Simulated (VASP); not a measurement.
The system is LiF (Griceite).

```
F Li
1.0
     0.00000    2.01400    2.01400
     2.01400    0.00000    2.01400
     2.01400    2.01400    0.00000
F Li
1 1
Cartesian
  2.0140 2.0140 2.0140
  0.0000 0.0000 0.0000
```

Base run:

| Property | Result |
| --- | --- |
| Program | VASP 6.6.1 |
| Functional | TB-mBJ |
| Potentials or basis | VASP PAW PBE potentials, release 64 (F, Li_sv) |
| Cutoff | 520 eV |
| k mesh | 12 × 12 × 12 |
| Occupations | gaussian, width 0.02 eV |
| Spin | no spin polarisation |

Its results: band gap on the k mesh 12.55 eV, direct.

**Question.** The run is repeated on the same cell with these changes: functional from TB-mBJ to r2SCAN. What comes out?

**Answer.** Band gap on the k mesh 10.27 eV, direct.
